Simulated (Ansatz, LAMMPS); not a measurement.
# Relaxing amorphous SiO2 (96 atoms), part 3 of 4

How does amorphous SiO2 (96 atoms) relax, and what do bonds, charges and levels look like afterwards?

Ansatz 0.2.0; Kohn-Sham DFT, PBE, PAW (set soft_2), plane waves.

The cell: 32 Si and 64 O. The quench rate of 50 K/ps is orders of magnitude faster than experiment. The starting topology of bonds comes from the classical model. The Brillouin zone is sampled at Γ only, in a cell whose shortest periodic width is 12 Å.

So far. Step 4 (Relaxation): The relaxation changed the energy by -30.0 meV/atom, and atoms moved by 0.16 Å r.m.s., 0.46 Å at most.

## Step 6: Single point at the relaxed geometry

One more single point at the end of the walk gives the fuller output and checks the residual forces.

File input.yaml:

```yaml
crystal:
  lattice:
    - [11.6871, 0.0, 0.0]
    - [0.0, 11.6871, 0.0]
    - [0.0, 0.0, 11.6871]
  atoms:
    - { symbol: Si, position: [0.0996, 0.40356, 0.6986] }
    - { symbol: Si, position: [0.44044, 0.49663, 0.39899] }
    - { symbol: Si, position: [0.4503, 0.24967, 0.85813] }
    - { symbol: Si, position: [0.48772, 0.55737, 0.6419] }
    - { symbol: Si, position: [0.54, 0.81968, 0.87199] }
    - { symbol: Si, position: [0.9821, 0.01145, 0.60908] }
    - { symbol: Si, position: [0.11267, 0.21522, 0.49858] }
    - { symbol: Si, position: [0.70445, 0.22075, 0.94436] }
    - { symbol: Si, position: [0.93486, 0.93918, 0.36771] }
    - { symbol: Si, position: [0.62184, 0.44718, 0.84768] }
    - { symbol: Si, position: [0.87761, 0.67141, 0.60009] }
    - { symbol: Si, position: [0.2232, 0.63471, 0.63479] }
    - { symbol: Si, position: [0.29585, 0.69221, 0.86713] }
    - { symbol: Si, position: [0.83542, 0.36212, 0.14382] }
    - { symbol: Si, position: [0.10601, 0.76984, 0.01697] }
    - { symbol: Si, position: [0.25214, 0.42439, 0.91173] }
    - { symbol: Si, position: [0.51458, 0.05447, 0.01128] }
    - { symbol: Si, position: [0.63775, 0.78549, 0.63128] }
    - { symbol: Si, position: [0.05725, 0.80076, 0.76034] }
    - { symbol: Si, position: [0.98114, 0.16552, 0.26963] }
    - { symbol: Si, position: [0.17128, 0.89291, 0.24693] }
    - { symbol: Si, position: [0.47818, 0.92263, 0.48369] }
    - { symbol: Si, position: [0.85698, 0.6953, 0.34287] }
    - { symbol: Si, position: [0.77549, 0.17711, 0.68708] }
    - { symbol: Si, position: [0.51193, 0.14965, 0.60975] }
    - { symbol: Si, position: [0.67383, 0.63707, 0.02341] }
    - { symbol: Si, position: [0.84417, 0.42545, 0.70054] }
    - { symbol: Si, position: [0.29641, 0.73234, 0.41664] }
    - { symbol: Si, position: [0.40226, 0.04123, 0.25922] }
    - { symbol: Si, position: [0.66305, 0.54835, 0.25732] }
    - { symbol: Si, position: [0.92674, 0.59404, 0.10253] }
    - { symbol: Si, position: [0.36789, 0.2496, 0.41205] }
    - { symbol: O, position: [0.45967, 0.02204, 0.58222] }
    - { symbol: O, position: [0.03331, 0.23175, 0.38806] }
    - { symbol: O, position: [0.45629, 0.20253, 0.72821] }
    - { symbol: O, position: [0.37906, 0.3588, 0.88985] }
    - { symbol: O, position: [0.73696, 0.43967, 0.20998] }
    - { symbol: O, position: [0.75209, 0.44278, 0.80478] }
    - { symbol: O, position: [0.92811, 0.45526, 0.09525] }
    - { symbol: O, position: [0.09273, 0.31918, 0.58987] }
    - { symbol: O, position: [0.19954, 0.42478, 0.03178] }
    - { symbol: O, position: [0.4751, 0.23103, 0.50299] }
    - { symbol: O, position: [0.76805, 0.18256, 0.82829] }
    - { symbol: O, position: [0.92977, 0.9319, 0.50868] }
    - { symbol: O, position: [0.91981, 0.67532, 0.46744] }
    - { symbol: O, position: [0.65113, 0.14319, 0.63122] }
    - { symbol: O, position: [0.85228, 0.83368, 0.32198] }
    - { symbol: O, position: [0.62419, 0.63418, 0.1527] }
    - { symbol: O, position: [0.83562, 0.53945, 0.62116] }
    - { symbol: O, position: [0.5909, 0.30627, 0.88791] }
    - { symbol: O, position: [0.29031, 0.55749, 0.8618] }
    - { symbol: O, position: [0.8924, 0.0636, 0.32588] }
    - { symbol: O, position: [0.81325, 0.63898, 0.0289] }
    - { symbol: O, position: [0.48235, 0.97648, 0.35565] }
    - { symbol: O, position: [0.37573, 0.82785, 0.48299] }
    - { symbol: O, position: [0.60262, 0.85025, 0.75082] }
    - { symbol: O, position: [0.27762, 0.9833, 0.24195] }
    - { symbol: O, position: [0.43131, 0.14561, 0.94625] }
    - { symbol: O, position: [0.47514, 0.03291, 0.14053] }
    - { symbol: O, position: [0.39164, 0.17454, 0.2972] }
    - { symbol: O, position: [0.59824, 0.85917, 0.51976] }
    - { symbol: O, position: [0.92451, 0.63618, 0.23624] }
    - { symbol: O, position: [0.62735, 0.74601, 0.95107] }
    - { symbol: O, position: [0.06934, 0.11238, 0.18578] }
    - { symbol: O, position: [0.97139, 0.41765, 0.7535] }
    - { symbol: O, position: [0.13857, 0.52889, 0.64653] }
    - { symbol: O, position: [0.19706, 0.73236, 0.74806] }
    - { symbol: O, position: [0.88682, 0.26472, 0.2236] }
    - { symbol: O, position: [0.77243, 0.30219, 0.02984] }
    - { symbol: O, position: [0.18537, 0.36659, 0.79821] }
    - { symbol: O, position: [0.49301, 0.48066, 0.52823] }
    - { symbol: O, position: [0.04516, 0.92538, 0.70297] }
    - { symbol: O, position: [0.03911, 0.65243, 0.04605] }
    - { symbol: O, position: [0.87432, 0.08285, 0.66392] }
    - { symbol: O, position: [0.36927, 0.6161, 0.389] }
    - { symbol: O, position: [0.42027, 0.74977, 0.84523] }
    - { symbol: O, position: [0.0695, 0.91385, 0.33834] }
    - { symbol: O, position: [0.73197, 0.63019, 0.34884] }
    [... 12 atom lines left out ...]
    - { symbol: O, position: [0.61762, 0.52384, 0.96073] }
    - { symbol: O, position: [0.23675, 0.77677, 0.3006] }
    - { symbol: O, position: [0.6427, 0.1135, 0.00603] }
    - { symbol: O, position: [0.97927, 0.70774, 0.69243] }
    - { symbol: O, position: [0.11515, 0.85807, 0.12254] }
    - { symbol: O, position: [0.51131, 0.93666, 0.93905] }
kpoints:
  mp_grid: { grid: [1, 1, 1] }
hamiltonian:
  xc: pbe
scf:
  occupations: { method: fermi_dirac, width: 0.025 }
output:
  forces: true
  stress: true
  populations: true
  dos:
    method: { smearing: { sigma: 0.08 } }
    de: 0.05
    projected: { site_lists: { O: [O], Si: [Si] } }
  eigenvalues: true
  write_density: true
  write_potential: true
  volumetric_format: npy
```

Command:

```
$ ansatz run input.yaml --threads 4 --pin off --max-ram 8192MiB --backend cpu --events-out ev --progress --plain --runs-dir out
```

Numbers of over 12 decimals in the logs are rounded to 6 here.

Output:

```text
[...]
Crystal: 96 atoms, lattice volume = 1596.321 Å³
Basis set: ecut = 420 eV, 31343 PW (Γ), exchange–correlation on 160×160×160 points (8 copies of the dense FFT grid, shifted against one another)
Bands: 352, of which v1, the nominal top of the filled ones, is band 256 counted from 1 (255 counted from 0)
Symmetry: 1 space group operations
[...]
k-points: 1
[...]
SCF iter   1: F=—  HF=-56760.404096 eV  |F-HF|=—  |Δ(HF+E_count)|=         —  Δρ=3.89e-3  dr2=5.66e-1  ethr=1.77e-3  ⟨swp⟩=7.0  Hψ=1749  notcnv=0  defer=66
[...]
SCF iter   9: F=-56760.226699 eV  HF=-56760.226699 eV  |F-HF|=2.31e-8  |Δ(HF+E_count)|=   1.13e-7  Δρ=2.07e-6  dr2=4.60e-8  ethr=1.95e-11  ⟨swp⟩=20.0  Hψ=3440  notcnv=0
SCF 1 converged in 9 iterations: F = -56760.226699 eV  dr2 = 4.60e-8
[...]
WARN: The input density's exchange-correlation potential varies sharply where the density is thin. Do not read a vacuum level from v_tot or v_xc, or from such a field of the output density. On a cell that repeats whose density bears no net charge and no dipole along the vacuum's axis use v_es (v_loc + v_h of the components); [...]
SCF converged after 9 iterations
Free energy (F): -56760.226699 eV
[...]
Internal energy: -56760.226699 eV  (E = F + TS)
E sigma→0 (E₀):  -56760.226699 eV
Fermi energy:    4.065206 eV
[...]
--- Forces (eV/Å), atoms counted from 1 ---
  atom   1  Si     0.00514660     0.00495015     0.00182770
  atom   2  Si     0.00044889    -0.00332175     0.00078681
  atom   3  Si    -0.00389770    -0.02202503     0.01308024
  atom   4  Si    -0.01269580     0.01289649     0.00202469
  atom   5  Si    -0.00991014     0.00193659     0.01621081
  atom   6  Si    -0.00222662     0.00060320    -0.00671234
  atom   7  Si    -0.00562905    -0.00454030     0.00532395
  atom   8  Si    -0.00437586    -0.00523388    -0.00084855
  atom   9  Si     0.00231546     0.01364187     0.00601384
  atom  10  Si     0.00381679    -0.00639066     0.01001686
  atom  11  Si     0.00160816    -0.00223372     0.00645475
  atom  12  Si    -0.01879284    -0.00395682    -0.01665754
  atom  13  Si     0.00429693     0.01085655    -0.00191128
  atom  14  Si    -0.01811777     0.00100821    -0.00023916
[...]
atom  95  O      0.00144589     0.00054573     0.00321468
  atom  96  O      0.00074396     0.00005993     0.00223893
  max |Σ_I F_I| component: 7.95e-5 eV/Å
--- Stress (GPa, compression-positive) ---
       -1.251815      -0.098881      -1.458971
       -0.098881      -0.953709      -0.465933
       -1.458972      -0.465933      -0.896103
  P = ⅓ Tr σ = -1.0339 GPa (-10.339 kbar)
--- Band table (eV) ---
[...]
--- Löwdin populations: 96 sites ---
  site symbol       q [e]
     0     Si      2.2063
     1     Si      2.1903
     2     Si      2.2138
[...]
95      O      6.7918
  spilling = 0.013750 (of n_electrons = 512.000000)
```

Run time: 13 s. Hardware: 4 threads of Intel Xeon Platinum 8488C (Sapphire Rapids), shared host; peak memory 2 GiB; 50 s of CPU time.

The program notes that the exchange-correlation potential is rough where the density is thin.

The run gave:

* free energy: -56760.2267 eV
* free energy per atom: -591.2524 eV/atom
* SCF cycles: 9
* pressure: -1.034 GPa
* r.m.s. force component: 0.00582 eV/Å
* longest force: 0.02591 eV/Å
* Fermi energy: 4.065 eV
* gap (highest filled to lowest empty level): 2.295 eV
* spilling of the projection: 0.01375

Löwdin charges by element and coordination (they lack the spilled electrons, 0.073 e an atom on average):

```tsv
element	coordination	atoms	mean charge (e)	spread	least	most
O	all	64	-0.783	0.0185	-0.873	-0.725
O	1	2	-0.853	0.0201	-0.873	-0.833
O	2	60	-0.783	0.0095	-0.805	-0.757
O	3	2	-0.729	0.0044	-0.734	-0.725
Si	all	32	1.79	0.0345	1.65	1.82
```

Density of states as counts of states in windows of 1 eV (from the Fermi level), total and the larger projections:

```tsv
from (eV)	to (eV)	total	O p	Si p	O s	Si s
-18	-17	2.6	0.1	0.3	1.9	0.2
-17	-16	1.4	0.1	0.2	1.1	0.1
-16	-14	0.0	0.0	0.0	0.0	0.0
-14	-13	7.1	4.7	0.2	0.2	1.9
-13	-12	13.0	8.6	0.6	0.5	3.2
-12	-11	19.9	13.8	1.7	0.9	3.3
-11	-10	23.6	17.4	3.5	0.6	1.8
-10	-9	43.1	33.4	8.3	0.3	0.5
-9	-8	21.8	17.2	3.8	0.3	0.2
-8	-7	30.1	24.8	3.2	1.5	0.1
-7	-6	69.9	62.9	3.7	1.6	0.1
-6	-5	81.1	75.8	2.6	1.1	0.1
-5	-4	57.2	55.0	1.0	0.5	0.1
-4	-3	5.3	5.1	0.1	0.0	0.0
-3	-2	3.9	3.3	0.1	0.3	0.1
-2	-1	8.0	7.2	0.6	0.1	0.0
-1	1	0.0	0.0	0.0	0.0	0.0
1	2	2.0	0.1	0.1	0.4	1.1
2	3	9.9	1.0	2.4	2.0	3.5
3	4	19.7	1.8	7.4	3.3	4.5
4	5	42.0	3.8	19.6	4.6	3.8
```

Between -25 and -18 eV lie 124 more states.

The levels nearest the highest filled one (over half full), pooled over k-points and spins:

```tsv
level less the highest filled one (eV)	occupation
-1.77	2
-1.59	2
-0.306	2
-0.252	2
-0.129	2
0	2
2.29	0
3.26	0
3.86	0
3.87	0
3.94	0
4.05	0
```

Valence density in the ab plane at fractional z = 0.626, with atoms of Si and O within 0.2 Å of it. It is the smooth field of the valence electrons, not physical close to the nuclei.

Ten steps, logarithmic in the rise over the least value, from '0' (0.0 e/Å³) to '9' (6.6 e/Å³), each cell a mean:
```
443210000000134543100000000112333
444310000000012221111100000001223
333210000000000011122211110000112
121100000000000001233323333210001
111000000000000001232235788531111
321111111100000012343246899743333
431112332211110124676445788643455
431113333344432246998532344432455
211223212568864347998521123443333
112456533578975335664210135775321
024798743356654223332100258997420
024799642122233333311000247996410
123566421000112333210000134664211
123333210000001121100000123332211
235553200000000000000000134442111
357874210000000000000001368863211
257874200000000000000002489974201
135543100000011221111112468863100
012221000000012333234443344432100
112221000000013332357886433332110
234432000000012322468997433455432
456642100000124443346775324688643
345431000000246764322332113577653
233210000000247764210000001344432
```
Columns run along a (11.7 Å), rows up along b (11.7 Å). Atoms in or near the plane, at fractional coordinates: Si at (0.49, 0.56), Si at (0.98, 0.01), Si at (0.22, 0.63), Si at (0.64, 0.79), Si at (0.51, 0.15), O at (0.65, 0.14), O at (0.84, 0.54), O at (0.81, 0.30), O at (0.58, 0.66), O at (0.77, 0.76).

Electrostatic potential energy in the ab plane at fractional z = 0.626, with atoms of Si and O within 0.2 Å of it. With pseudopotentials it is smooth inside the atoms' cores, unlike the true potential.

Ten even steps from '0' (-50 eV) to '9' (8 eV), each cell a mean:
```
258999999999999899999999999998631
789999999999999999999999999999877
999999999999999999998889999999999
999999999999999999874357999999999
999999999999999999730005545899999
999999999999999999730015201488899
999998777899999999654468633533578
999986312588999996103799987400168
999984000364368775214899998511368
999975211552245212578999998546789
999622567887673000589999994015999
999512699999986223789999995126999
998767999999998778899999998668999
987778999999999999999999988767899
987678999999999999999999998778899
985368999999999999999999974379999
984359999999999999999999941159999
998899999999999998999999864479999
999999999999998765789898766789999
999999999999997400265336644789999
999999999999997200152015766778999
787899999999998633576558888743687
258999999999997578899999999854531
037999999999996469999999999998500
```
Columns run along a (11.7 Å; values clipped at the 3rd and 97th percentile), rows up along b (11.7 Å). Atoms in or near the plane, at fractional coordinates: Si at (0.49, 0.56), Si at (0.98, 0.01), Si at (0.22, 0.63), Si at (0.64, 0.79), Si at (0.51, 0.15), O at (0.65, 0.14), O at (0.84, 0.54), O at (0.81, 0.30), O at (0.58, 0.66), O at (0.77, 0.76).

Mean Löwdin charges: O -0.78, Si +1.79 e (they miss 1.4 % of the electrons, so they add up to more than the cell's charge). The largest share in the top eV of filled states is O p (92 % of the projected weight), and in the lowest eV of empty states Si s (55 % of the projected weight).

The surroundings of O41, which has 1 bonded neighbour where the commonest count for O is 2, nearest first, numbered as they follow in the input and with coordinates relative to it.

```tsv
atom	x	y	z	distance (Å)	bonds	Löwdin charge (e)
O41	0.00	0.00	0.00	0.00	1	-0.83
Si16	0.61	0.00	-1.40	1.53	4	1.65
O51	1.06	1.55	-1.99	2.73	2	-0.79
O36	2.10	-0.77	-1.66	2.78	2	-0.78
O70	-0.17	-0.68	-2.73	2.82	2	-0.80
O73	-1.87	2.66	0.17	3.26	2	-0.77
O39	-3.17	0.36	0.74	3.28	2	-0.76
Si13	1.13	3.13	-1.92	3.84	4	1.77
Si31	-3.19	1.98	0.83	3.84	4	1.80
O89	0.46	3.80	-0.63	3.88	2	-0.77
```

The column of bonds counts only the pairs O-Si within 2.16 Å; other neighbours, such as metal atoms beside each other in a compound, aren't counted, and periodic images can show an atom twice.

[end of part 3 of 4]

[Logs are printed without paths, hosts, clocks, repeated set-up lines and the standing remarks that a program may print on its own settings, such as how far it seeks lower states.]

[Hosts, paths, dates, database ids (printed as entryN), source tags and the programs' standing remarks are cut or masked in the printed files.]
